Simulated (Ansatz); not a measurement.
A series in volume scale on Y

Results calculated with Ansatz 0.2.0, not measured. Plane-wave DFT, scalar-relativistic PAW made under PBE with cores redone for the functional, no dispersion; the given relaxed cell is scaled uniformly, energy at zero smearing counts from the unscaled cell, pressure at the given Fermi-Dirac smearing is positive in compression.

The cell before it is scaled or strained (space group Im-3m, No. 229):
```
CELL_PARAMETERS angstrom
-2.04990 2.04990 2.04990
2.04990 -2.04990 2.04990
2.04990 2.04990 -2.04990
ATOMIC_POSITIONS crystal
Y 0.00000 0.00000 0.00000
```

Settings of every row: spin polarised no; functional RPBE; wave cutoff 420 eV; smearing width 0.1 eV; k mesh 12x12x12.

Atom starting moment: 0 on all atoms.

Limits: the cell comes from a prototype or a list of computed structures and needn't be the stable phase.

```
row  volume scale  V (Å³/atom)  pressure (GPa)  energy change per atom (meV)
  1          0.88       30.321            5.59                         62.32
  2          0.92       31.699            3.41                         25.08
  3          0.96       33.077               ?                             ?
  4          1.04       35.834           -1.34                          7.22
  5          1.08       37.212           -2.48                         24.93
  6          1.12        38.59           -3.44                         51.55
```

Question: what pressure and energy change per atom should row 3 give?

Worked fit of pressure. Take u = (V_r/V)^(2/3) − 1 with V_r = 35.834 Å³ an atom, which is twice the finite (Eulerian) strain; such expansions in the strain, on which the Birch-Murnaghan equation of state is built, carry the rest volume and the bulk modulus. The shown rows have u = 0.11781, 0.08518, 0, -0.02484, -0.0482. Least squares give pressure = −1.343 + 47.961 × u + 92.34 × u² GPa; a straight line predicts inner rows, each left out in turn, worse (root mean square 0.26 against 0.0053 GPa). All shown rows lie on it to the printed digit. The pressure vanishes at u = 0.0266, or V = 34.45 Å³ an atom, and there the bulk modulus at fixed shape and fractions is B = −V dP/dV = (2/3)(1 + u) dP/du = 36.2 GPa. The withheld row has u = 0.05482, so the fit gives −1.343 + 47.961 × (0.05482) + 92.34 × (0.05482)² = 1.56 GPa.

The calculation gave 1.56 GPa. The fit meets it to the printed digit.

Worked fit of energy change per atom. Take u = (V_r/V)^(2/3) − 1 with V_r = 35.834 Å³ an atom, which is twice the finite (Eulerian) strain; such expansions in the strain, on which the Birch-Murnaghan equation of state is built, carry the rest volume and the bulk modulus. The shown rows have u = 0.11781, 0.08518, 0, -0.02484, -0.0482. Least squares give energy change per atom = 7.542 − 506.665 × u + 8275.43 × u² meV; a straight line predicts inner rows, each left out in turn, worse (root mean square 23 against 0.9 meV). The rows lie off it by -0.39, 0.65, -0.32, -0.30, 0.36 (root mean square 0.42 meV). The withheld row has u = 0.05482, so the fit gives 7.542 − 506.665 × (0.05482) + 8275.43 × (0.05482)² = 4.64 meV.

The calculation gave 5.2 meV. The fit lies 0.56 meV (11 % of the value, 0.98 % of the column's range) below it; its largest miss of a shown row is 0.65 meV.
